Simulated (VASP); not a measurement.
# CaSe (Fm-3m) in VASP: notebook

Runs on CaSe. Level: r2SCAN. Tasks: single point.

Everything below comes from runs of VASP 6.6.1. Logs are shortened: lines on timing, memory, paths and dates and some standing lists are left out, and cuts for length are marked.

## Step 1: Starting point

It takes space group Fm-3m (No. 225, cubic). The conventional cell has a = 5.912 Å, b = 5.912 Å, c = 5.912 Å, α = 90.00°, β = 90.00°, γ = 90.00°. Se (site symmetry m-3m) has 6 Ca at 2.96 Å as nearest neighbours. Ca (site symmetry m-3m) is surrounded by 6 Se at 2.96 Å.

## Step 2: Single point, r2SCAN

Contents of INCAR:

```
ADDGRID = F ; ALGO = Normal
EDIFF = 1E-6 ; ENCUT = 450
ISIF = 2 ; ISMEAR = 0
LASPH = T ; LCHARG = F
LMIXTAU = T ; LREAL = F
LWAVE = F ; METAGGA = R2SCAN
NBANDS = 15 ; NELM = 100
PREC = Normal ; SIGMA = 0.05
```

Contents of KPOINTS:

```
k-points
0
Gamma
  5 5 5
```

Contents of POSCAR:

```
CaSe
1.0
    0.0000000000      2.9560000000      2.9560000000
    2.9560000000      0.0000000000      2.9560000000
    2.9560000000      2.9560000000      0.0000000000
Se Ca
1 1
Direct
    0.5000000000      0.5000000000      0.5000000000
    0.0000000000      0.0000000000      0.0000000000
```

Potentials or basis: VASP PAW PBE potentials, release 64 (Se, Ca_sv).

Command:

```
$ cat potpaw_PBE.64/Se/POTCAR potpaw_PBE.64/Ca_sv/POTCAR > POTCAR
$ mpirun -np 1 vasp_std > vasp.out
```

OUTCAR:

```text
EDIFF = 1E-6
   ENCUT = 450
   ISIF = 2
   ISMEAR = 0
   LASPH = T
   LREAL = F
   METAGGA = R2SCAN
   NELM = 100
   PREC = Normal

 Found     10 irreducible k-points:

 Following reciprocal coordinates:
            Coordinates               Weight
  0.000000  0.000000  0.000000      1.000000
  0.200000  0.000000  0.000000      8.000000
  0.400000  0.000000  0.000000      8.000000
  0.200000  0.200000  0.000000      6.000000
  0.400000  0.200000  0.000000     24.000000
 -0.400000  0.200000  0.000000     24.000000
   k-points           NKPTS =     10   k-points in BZ     NKDIM =     10   number of bands    NBANDS=     15
   number of dos      NEDOS =    301   number of ions     NIONS =      2
   total plane-waves  NPLWV =  13824
   dimension x,y,z NGX =    24 NGY =   24 NGZ =   24
   dimension x,y,z NGXF=    48 NGYF=   48 NGZF=   48
   ions per type =               1   1
   NGX,Y,Z   is equivalent  to a cutoff of   9.54,  9.54,  9.54 a.u.
   NGXF,Y,Z  is equivalent  to a cutoff of  19.09, 19.09, 19.09 a.u.
 SYSTEM =  unknown system
   PREC   = normal    normal or accurate (medium, high low for compatibility)
   ISTART =      0    job   : 0-new  1-cont  2-samecut
   ICHARG =      2    charge: 1-file 2-atom 10-const
   ISPIN  =      1    spin polarized calculation?
   LNONCOLLINEAR =      F non collinear calculations
   LSORBIT =      F    spin-orbit coupling
   LASPH  =      T    aspherical Exc in radial PAW
   ENCUT  =  450.0 eV  33.07 Ry    5.75 a.u.   7.23  7.23  7.23*2*pi/ulx,y,z
   NELM   =    100;   NELMIN=  2; NELMDL= -5     # of ELM steps
   EDIFF  = 0.1E-05   stopping-criterion for ELM
   LREAL  =      F    real-space projection
   EDIFFG = 0.1E-04   stopping-criterion for IOM
   NSW    =      0    number of steps for IOM
   IBRION =     -1    ionic relax: 0-MD 1-quasi-New 2-CG
   NFREE  =      0    steps in history (QN), initial steepest desc. (CG)
   ISIF   =      2    stress and relaxation
   ISYM   =      2    0-nonsym 1-usesym 2-fastsym
   POTIM  = 0.5000    time-step for ionic-motion
   TEBEG  =    0.0;   TEEND  =   0.0 temperature during run
   PSTRESS=    0.0 pullay stress
   NELECT =      16.0000    total number of electrons
   NUPDOWN=      -1.0000    fix difference up-down
   EMIN   =  10.00;   EMAX   =-10.00  energy-range for DOS
   EFERMI =   0.00;   METHOD = LEGACY
   ISMEAR =     0;   SIGMA  =   0.05  broadening in eV -4-tet -1-fermi 0-gaus
   EFERMI_NEDOS =   21; number of points for ismear=-14 and -15
   IALGO  =     38    algorithm
   IMIX   =      4    mixing-type and parameters
     AMIX     =   0.40;   BMIX     =  1.00
     AMIX_MAG =   1.60;   BMIX_MAG =  1.00
  volume/ion in A,a.u.               =      25.83       174.30
  Fermi-wavevector in a.u.,A,eV,Ry     =   1.107645  2.093145 16.692666  1.226876
  Thomas-Fermi vector in A             =   2.244161
   LORBIT       =      0    0 simple, 1 ext, 2 COOP (PROOUT), +10 PAW based schemes
   METAGGA = R2SCAN    functional components
   LHFCALC =     F    Hartree Fock is set to
   AEXX    =    0.0000 exact exchange contribution
   IVDW    =     0    specifies the selected vdW correction
   LEPSILON=     F    determine dielectric tensor
   LRPA    =     F    only Hartree local field effects (RPA)
 non-spin polarized calculation
 Gauss-broadening in eV      SIGMA  =   0.05
  energy-cutoff  :      450.00
  volume of cell :       51.66
 maximum number of plane-waves:      1139
   NGX = 15   NGY = 15   NGZ = 15

 number of electron      15.9999991 magnetization

 Free energy of the ion-electron system (eV)
  ---------------------------------------------------
  ext. energy  EPLUGINS =         0.00000000
  ---------------------------------------------------
  free energy    TOTEN  =       -25.97306099 eV

  energy without entropy =      -25.97306099  energy(sigma->0) =      -25.97306099

 E-fermi :   2.4619     XC(G=0):  -9.5875

 val. band max:        2.1966674215   @ k =   0.0000   0.0000   0.0000
 cond. band min:       4.8077352784   @ k =   0.4000   0.4000   0.0000
 fundamental gap:      2.6110678568
 Fermi energy:         2.4618973964

 k-point     1 :       0.0000    0.0000    0.0000
  band No.  band energies     occupation
      1     -39.0975      2.00000
      2     -19.2090      2.00000
      3     -19.2089      2.00000
      4     -19.2089      2.00000
      5     -10.0032      2.00000
      6       2.1967      2.00000
      7       2.1967      2.00000
      8       2.1967      2.00000
      9       6.3434      0.00000
     10       6.4209      0.00000
     11       6.4209      0.00000
     12       6.4210      0.00000
     13       7.0212      0.00000
     14       7.0212      0.00000
     15      12.6784      0.00000

 k-point     2 :       0.2000    0.0000    0.0000
  band No.  band energies     occupation
      1     -39.0952      2.00000
      2     -19.2502      2.00000
      3     -19.2114      2.00000
      4     -19.2114      2.00000
      5      -9.7704      2.00000
      6       0.7175      2.00000
      7       1.6915      2.00000
      8       1.6915      2.00000
      9       6.4312      0.00000
     10       6.9361      0.00000
     11       6.9361      0.00000
     12       8.0011      0.00000
     13       8.0011      0.00000
     14       8.1284      0.00000
     15      12.5696      0.00000

 k-point     3 :       0.4000    0.0000    0.0000
  band No.  band energies     occupation
      1     -39.0914      2.00000
      2     -19.3154      2.00000
      3     -19.2154      2.00000
      4     -19.2154      2.00000
      5      -9.3539      2.00000
      6      -0.8571      2.00000
      7       1.0900      2.00000
      8       1.0901      2.00000
      9       6.9944      0.00000
     10       8.0288      0.00000
     11       8.0289      0.00000
     12       8.7113      0.00000
     13       9.7990      0.00000
     14       9.7991      0.00000
     15      11.6389      0.00000

 k-point     4 :       0.2000    0.2000    0.0000
  band No.  band energies     occupation
      1     -39.0944      2.00000
      2     -19.2445      2.00000
      3     -19.2203      2.00000
      4     -19.2203      2.00000
      5      -9.7286      2.00000
      6       0.4839      2.00000
      7       1.7310      2.00000
      8       1.7310      2.00000
      9       5.6746      0.00000
     10       7.1385      0.00000
     11       7.2733      0.00000
     12       7.6608      0.00000
     13       7.6608      0.00000
     14       9.8830      0.00000
     15      12.9080      0.00000

 k-point     5 :       0.4000    0.2000    0.0000
  band No.  band energies     occupation
      1     -39.0911      2.00000
      2     -19.2888      2.00000
      3     -19.2287      2.00000
      4     -19.2264      2.00000
      5      -9.4377      2.00000
      6      -0.3708      2.00000
      7       0.9684      2.00000
      8       1.2720      2.00000
      9       5.9601      0.00000
     10       8.0705      0.00000
     11       8.1812      0.00000
     12       8.5909      0.00000
     13       8.6121      0.00000
     14      10.5658      0.00000
     15      10.9501      0.00000

 k-point     6 :      -0.4000    0.2000    0.0000
  band No.  band energies     occupation
      1     -39.0899      2.00000
      2     -19.3058      2.00000
      3     -19.2410      2.00000
      4     -19.2212      2.00000
      5      -9.2914      2.00000
      6      -0.6885      2.00000
      7       0.5830      2.00000
      8       1.0030      2.00000
      9       7.2680      0.00000
     10       7.8469      0.00000
     11       8.1787      0.00000
     12       8.8187      0.00000
     13       9.5559      0.00000
     14       9.8119      0.00000
     15      11.6199      0.00000

 [... further k-points ...]
[... 5 lines left out ...]
  --------------------------------------------------------------------------------------
  -------------------------------------------------------------------------------------
  Total        0.2872611      0.2872611      0.2872611      0.0000000      0.0000000     -0.0000000
  in kB        8.9093113      8.9093113      8.9093113      0.0000000      0.0000000     -0.0000000
  external PRESSURE =       8.9093113 kB  Pullay stress =       0.0000000 kB

 VOLUME and BASIS-vectors are now :
 -----------------------------------------------------------------------------
  energy-cutoff  :      450.00
  volume of cell :       51.66
      direct lattice vectors                 reciprocal lattice vectors
     0.000000000  2.956000000  2.956000000    -0.169147497  0.169147497  0.169147497
     2.956000000  0.000000000  2.956000000     0.169147497 -0.169147497  0.169147497
     2.956000000  2.956000000  0.000000000     0.169147497  0.169147497 -0.169147497

 POSITION                                       TOTAL-FORCE (eV/Angst)
 -----------------------------------------------------------------------------------
      2.95600      2.95600      2.95600         0.000000      0.000000      0.000000
      0.00000      0.00000      0.00000         0.000000     -0.000000     -0.000000
 -----------------------------------------------------------------------------------
    total drift:                                0.000000     -0.000000     -0.000000

  FREE ENERGIE OF THE ION-ELECTRON SYSTEM (eV)
  ---------------------------------------------------
  free  energy   TOTEN  =       -25.9730609888 eV

  energy  without entropy=      -25.9730609888  energy(sigma->0) =      -25.97306099
```

It took 20 s on 1 thread of Intel Xeon Platinum 8488C (Sapphire Rapids), shared host; peak memory 0.14 GiB.

The run converged, but some of its settings lie outside the range that counts as converged, so its numbers aren't taken as properties of the crystal.

Results:

```
Free energy            : -25.9731 eV
Pressure               : 0.9 GPa
Band gap on the k mesh : 2.61 eV, indirect (least direct gap 3.51 eV)
```

Caveat: the PAW data sets were made with another functional, which shifts forces and pressure a little; an odd mesh through Γ misses points on the zone boundary, where band edges often lie.

## Step 3: Single point, r2SCAN

INCAR is that of step 2.

KPOINTS is that of step 2.

Contents of POSCAR:

```
CaSe
1.0
    0.0000000000      2.9560000000      2.9560000000
    2.9560000000      0.0000000000      2.9560000000
    2.9560000000      2.9560000000      0.0000000000
Se Ca
1 1
Direct
    0.5137070000      0.4880300000      0.5023060000
    0.0084580000     -0.0027510000     -0.0091450000
```

Potentials or basis: VASP PAW PBE potentials, release 64 (Se, Ca_sv).

Command:

```
$ cat potpaw_PBE.64/Se/POTCAR potpaw_PBE.64/Ca_sv/POTCAR > POTCAR
$ mpirun -np 1 vasp_std > vasp.out
```

Wall time 55 s (1 thread of Intel Xeon Platinum 8488C (Sapphire Rapids), shared host); peak memory 0.17 GiB.

These settings aren't checked as converged: the numbers below hold their error.

Results:

| Property | Result |
| --- | --- |
| Free energy | -25.9683 eV |
| Pressure | 0.9 GPa |
| Largest force | 0.174 eV/Å |
| Band gap on the k mesh | 2.62 eV, indirect (least direct gap 3.51 eV) |

Caveat: the PAW data sets were made with another functional, which shifts forces and pressure a little; an odd mesh through Γ misses points on the zone boundary, where band edges often lie.

## Step 4: Single point, r2SCAN

Contents of INCAR:

```
ADDGRID = F ; ALGO = Normal
EDIFF = 1E-6 ; ENCUT = 450
ISIF = 2 ; ISMEAR = 0
LASPH = T ; LCHARG = F
LMIXTAU = T ; LREAL = Auto
LWAVE = F ; METAGGA = R2SCAN
NBANDS = 15 ; NELM = 100
PREC = Accurate ; SIGMA = 0.05
```

KPOINTS is that of step 3.

Contents of POSCAR:

```
CaSe
1.0
    0.0000000000      2.9560000000      2.9560000000
    2.9560000000      0.0000000000      2.9560000000
    2.9560000000      2.9560000000      0.0000000000
Se Ca
1 1
Direct
    0.5000000000      0.5000000000      0.5000000000
    0.0000000000      0.0000000000      0.0000000000
```

Command:

```
$ cat potpaw_PBE.64/Se/POTCAR potpaw_PBE.64/Ca_sv/POTCAR > POTCAR
$ mpirun -np 1 vasp_std > vasp.out
```

It took 44 s on 1 thread of Intel Xeon Platinum 8488C (Sapphire Rapids), shared host; peak memory 0.17 GiB.

These settings aren't checked as converged: the numbers below hold their error.

What came out:

```yaml
Free_energy: -25.9733 eV
Pressure: 0.9 GPa
Band_gap_on_the_k_mesh: 2.61 eV, indirect (least direct gap 3.51 eV)
```

Caveat: the PAW data sets were made with another functional, which shifts forces and pressure a little; an odd mesh through Γ misses points on the zone boundary, where band edges often lie.
